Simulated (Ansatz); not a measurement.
A relaxation of cell and atoms of BaHfO₃ on the sites of tetragonal BaTiO3 (relaxed group P4mm) with the PAW code Ansatz, at the level PBE. The start is a rough guess from atomic radii.

```yaml
crystal:
  lattice:
    - [4.153622, 0.0, 0.0]
    - [0.0, 4.153622, 0.0]
    - [0.0, 0.0, 4.27049129]
  atoms:
    - { symbol: Ba, position: [0.5, 0.5, 0.58254146] }
    - { symbol: Hf, position: [0.0, 0.0, 0.1000427] }
    - { symbol: O, position: [0.0, 0.5, 0.06422054] }
    - { symbol: O, position: [0.5, 0.0, 0.06422054] }
    - { symbol: O, position: [0.0, 0.0, 0.54897175] }
kpoints:
  mp_grid: { grid: [6, 6, 6] }
hamiltonian:
  xc: pbe
scf:
  occupations: { method: fermi_dirac, width: 0.02 }
relax:
  f_tol: 0.005
  cell: {}
output:
  write_density: true
  write_potential: true
  elf: true
  volumetric_format: npy
```

The trajectory has 10 recorded frames, each with positions in Å and forces in eV/Å. The last, and any step after a large change of cell, is solved on a basis re-selected at its cell; pressure is positive in compression.

Step 1: energy 0.0 meV/atom from step 1, largest force component 1.911 eV/Å, pressure +4.48 GPa
```xyz
5
Lattice="4.1536 0.0000 0.0000 0.0000 4.1536 0.0000 0.0000 0.0000 4.2705" Properties=species:S:1:pos:R:3:forces:R:3 pbc="T T T"
Ba    2.0768    2.0768    2.4877    0.0000    0.0000    0.2139
Hf    0.0000    0.0000    0.4272    0.0000    0.0000   -1.8150
O     0.0000    2.0768    0.2743    0.0000    0.0000   -0.1547
O     2.0768    0.0000    0.2743    0.0000    0.0000   -0.1547
O     0.0000    0.0000    2.3444    0.0000    0.0000    1.9106
```

Step 2: energy -14.1 meV/atom from step 1, largest force component 0.915 eV/Å, pressure -0.22 GPa
```xyz
5
Lattice="4.2035 0.0000 0.0000 0.0000 4.2035 0.0000 0.0000 0.0000 4.2715" Properties=species:S:1:pos:R:3:forces:R:3 pbc="T T T"
Ba    2.1017    2.1017    2.6376    0.0000    0.0000   -0.4314
Hf    0.0000    0.0000    0.3769    0.0000    0.0000   -0.4654
O     0.0000    2.1017    0.2210    0.0000    0.0000   -0.0091
O     2.1017    0.0000    0.2210    0.0000    0.0000   -0.0091
O     0.0000    0.0000    2.3527    0.0000    0.0000    0.9150
```

Step 3: energy -20.5 meV/atom from step 1, largest force component 0.807 eV/Å, pressure -0.41 GPa
```xyz
5
Lattice="4.1988 0.0000 0.0000 0.0000 4.1988 0.0000 0.0000 0.0000 4.2471" Properties=species:S:1:pos:R:3:forces:R:3 pbc="T T T"
Ba    2.0994    2.0994    2.5426    0.0000    0.0000    0.0256
Hf    0.0000    0.0000    0.4051    0.0000    0.0000   -0.8071
O     0.0000    2.0994    0.2110    0.0000    0.0000    0.3083
O     2.0994    0.0000    0.2110    0.0000    0.0000    0.3083
O     0.0000    0.0000    2.4064    0.0000    0.0000    0.1648
```

**Question.** Estimate where the relaxation ends.

**Answer.**
Step 4: energy -23.3 meV/atom from step 1, largest force component 0.628 eV/Å, pressure +0.12 GPa
```xyz
5
Lattice="4.1913 0.0000 0.0000 0.0000 4.1913 0.0000 0.0000 0.0000 4.2510" Properties=species:S:1:pos:R:3:forces:R:3 pbc="T T T"
Ba    2.0957    2.0957    2.5488    0.0000    0.0000   -0.0582
Hf    0.0000    0.0000    0.3916    0.0000    0.0000   -0.6280
O     0.0000    2.0957    0.2215    0.0000    0.0000    0.2047
O     2.0957    0.0000    0.2215    0.0000    0.0000    0.2047
O     0.0000    0.0000    2.3979    0.0000    0.0000    0.2771
```

Step 5: energy -31.9 meV/atom from step 1, largest force component 0.008 eV/Å, pressure -0.61 GPa
```xyz
5
Lattice="4.2271 0.0000 0.0000 0.0000 4.2271 0.0000 0.0000 0.0000 4.1785" Properties=species:S:1:pos:R:3:forces:R:3 pbc="T T T"
Ba    2.1135    2.1135    2.3938    0.0000    0.0000   -0.0077
Hf    0.0000    0.0000    0.3016    0.0000    0.0000    0.0007
O     0.0000    2.1135    0.2987    0.0000    0.0000    0.0061
O     2.1135    0.0000    0.2987    0.0000    0.0000    0.0061
O     0.0000    0.0000    2.3900    0.0000    0.0000   -0.0051
```

Step 6: energy -33.4 meV/atom from step 1, largest force component 0.002 eV/Å, pressure +0.10 GPa
```xyz
5
Lattice="4.2037 0.0000 0.0000 0.0000 4.2037 0.0000 0.0000 0.0000 4.2059" Properties=species:S:1:pos:R:3:forces:R:3 pbc="T T T"
Ba    2.1018    2.1018    2.4062    0.0000    0.0000   -0.0002
Hf    0.0000    0.0000    0.3031    0.0000    0.0000   -0.0017
O     0.0000    2.1018    0.3026    0.0000    0.0000    0.0006
O     2.1018    0.0000    0.3026    0.0000    0.0000    0.0006
O     0.0000    0.0000    2.4057    0.0000    0.0000    0.0008
```

Step 7: energy -33.4 meV/atom from step 1, largest force component 0.000 eV/Å, pressure +0.01 GPa
```xyz
5
Lattice="4.2040 0.0000 0.0000 0.0000 4.2040 0.0000 0.0000 0.0000 4.2077" Properties=species:S:1:pos:R:3:forces:R:3 pbc="T T T"
Ba    2.1020    2.1020    2.4068    0.0000    0.0000    0.0000
Hf    0.0000    0.0000    0.3030    0.0000    0.0000   -0.0002
O     0.0000    2.1020    0.3029    0.0000    0.0000    0.0000
O     2.1020    0.0000    0.3029    0.0000    0.0000    0.0000
O     0.0000    0.0000    2.4068    0.0000    0.0000    0.0003
```

Step 8: energy -33.9 meV/atom from step 1, largest force component 0.000 eV/Å, pressure +0.10 GPa
```xyz
5
Lattice="4.2040 0.0000 0.0000 0.0000 4.2040 0.0000 0.0000 0.0000 4.2077" Properties=species:S:1:pos:R:3:forces:R:3 pbc="T T T"
Ba    2.1020    2.1020    2.4068    0.0000    0.0000    0.0001
Hf    0.0000    0.0000    0.3030    0.0000    0.0000   -0.0004
O     0.0000    2.1020    0.3029    0.0000    0.0000    0.0000
O     2.1020    0.0000    0.3029    0.0000    0.0000    0.0000
O     0.0000    0.0000    2.4068    0.0000    0.0000    0.0003
```

Step 9: energy -33.9 meV/atom from step 1, largest force component 0.000 eV/Å, pressure 0.00 GPa
```xyz
5
Lattice="4.2061 0.0000 0.0000 0.0000 4.2061 0.0000 0.0000 0.0000 4.2062" Properties=species:S:1:pos:R:3:forces:R:3 pbc="T T T"
Ba    2.1030    2.1030    2.4060    0.0000    0.0000    0.0000
Hf    0.0000    0.0000    0.3028    0.0000    0.0000    0.0001
O     0.0000    2.1030    0.3028    0.0000    0.0000    0.0001
O     2.1030    0.0000    0.3028    0.0000    0.0000    0.0001
O     0.0000    0.0000    2.4060    0.0000    0.0000   -0.0002
```

Step 10: energy -34.0 meV/atom from step 1, largest force component 0.000 eV/Å, pressure 0.00 GPa
```xyz
5
Lattice="4.2061 0.0000 0.0000 0.0000 4.2061 0.0000 0.0000 0.0000 4.2062" Properties=species:S:1:pos:R:3:forces:R:3 pbc="T T T"
Ba    2.1030    2.1030    2.4060    0.0000    0.0000    0.0000
Hf    0.0000    0.0000    0.3028    0.0000    0.0000    0.0001
O     0.0000    2.1030    0.3028    0.0000    0.0000    0.0001
O     2.1030    0.0000    0.3028    0.0000    0.0000    0.0001
O     0.0000    0.0000    2.4060    0.0000    0.0000   -0.0002
```

The walk took 8 steps and changed the volume by +1.0 %. The last SCF, on a fresh basis, lies 34.0 meV an atom below the first. At the end: space group Pm-3m (No. 221), cubic; conventional cell a = 4.206 Å, 14.88 Å³ an atom. Around Ba lie 12 O at 2.97 Å; around Hf lie 6 O at 2.10 Å; around O lie 2 Hf at 2.10 Å and 4 Ba at 2.97 Å.

Run as `ansatz run input.yaml --threads 2 --pin off --max-ram 29491MiB --backend cpu --events-out ev --progress --plain --runs-dir out`. Wall time 42 s on 2 threads of AMD EPYC 7R13 Processor (Zen 3) (shared host); peak host memory 0.55 GiB.

Computed, not measured; no magnetism was allowed, and whether the structure is a known phase isn't checked.
